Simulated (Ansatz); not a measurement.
## Where the states of Be lie

```cif
data_structure
_symmetry_space_group_name_H-M 'Im-3m'
_symmetry_Int_Tables_number 229
_cell_length_a 2.5005
_cell_length_b 2.5005
_cell_length_c 2.5005
_cell_angle_alpha 90.000
_cell_angle_beta 90.000
_cell_angle_gamma 90.000
_cell_volume 15.63
loop_
_atom_site_label
_atom_site_type_symbol
_atom_site_symmetry_multiplicity
_atom_site_Wyckoff_symbol
_atom_site_fract_x
_atom_site_fract_y
_atom_site_fract_z
_atom_site_occupancy
Be1 Be 2 a 0.00000 0.00000 0.00000 1
```

The runs use the primitive cell with vectors (-1.250, 1.250, 1.250), (1.250, -1.250, 1.250), (1.250, 1.250, -1.250) Å, to which the k mesh refers.

It takes space group Im-3m (No. 229, cubic). Conventional cell: a = 2.500 Å, b = 2.500 Å, c = 2.500 Å, α = 90.00°, β = 90.00°, γ = 90.00°. Around Be (site symmetry m-3m) lie 8 Be at 2.17 Å.

The structure comes from a relaxation in the same program, started in the bcc type, and has space group Im-3m. Whether it is a known phase or the ground state wasn't checked.

Method: DFT, PBE, all-electron LAPW, scalar-relativistic (Ansatz 0.2.0).

Numerical set-up: a Γ-centred 20×20×20 k mesh, Fermi–Dirac smearing of 0.05 eV, basis error target 1 meV/atom, no spin polarisation.

States per eV and cell, averaged over 0.6 eV, from -5.8 to 3.6 eV, with energies (bin centres) from the Fermi level; empty bins are left out. 

| E (eV) | total |
| --- | --- |
| -5.6 | 0.27 |
| -5.0 | 0.32 |
| -4.4 | 0.27 |
| -3.8 | 0.24 |
| -3.2 | 0.20 |
| -2.6 | 0.16 |
| -2.0 | 0.12 |
| -1.4 | 0.07 |
| -0.8 | 0.06 |
| -0.2 | 0.09 |
| 0.4 | 0.29 |
| 1.0 | 0.39 |
| 1.6 | 0.31 |
| 2.2 | 0.28 |
| 2.8 | 0.25 |
| 3.4 | 0.23 |
